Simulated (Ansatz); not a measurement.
ZrSe2: equation of state with RPBE

ZrSe2:

```xyz
3
Lattice="3.7980 0.0000 0.0000 -1.8990 3.2892 0.0000 0.0000 0.0000 6.1920" Properties=species:S:1:pos:R:3 pbc="T T T"
Zr    0.0000    0.0000    0.0000
Se    1.8990    1.0964    4.6440
Se    0.0000    2.1928    1.5480
```

| Property | Result |
| --- | --- |
| Program | Ansatz 0.2.0 |
| Task | equation of state |
| Functional | RPBE |
| Potentials or basis | Ansatz PAW |
| Cutoff | 420 eV |
| Density cutoff | 1680 eV |
| k mesh | 8 × 8 × 5 |
| Occupations | fermi-dirac, width 0.05 eV |
| Spin | no spin polarisation |

```
Equilibrium volume                        : 27.14 Å³/atom
Bulk modulus at fixed shape and positions : 70 GPa
Pressure derivative of the bulk modulus   : 4.1
```

Energy against volume, from the lowest point:
| volume (Å³/atom) | energy (meV/atom) |
| --- | --- |
| 24.237 | 81.11 |
| 24.753 | 52.81 |
| 25.268 | 31.21 |
| 25.784 | 15.66 |
| 26.300 | 5.60 |
| 26.815 | 0.54 |
| 27.331 | 0.00 |

All runs of the series together: 14 s on 2 threads of AMD EPYC 7B13 (Zen 3) (shared host).

Caveat: the potentials were made for another functional, which shifts forces and pressure; the cell was scaled at fixed shape and fractional positions, which overstates the stiffness of a crystal with free parameters, most of all of layers and chains; this functional lacks dispersion, which binds the layers, so the pressure and a relaxed spacing across them are unreliable.
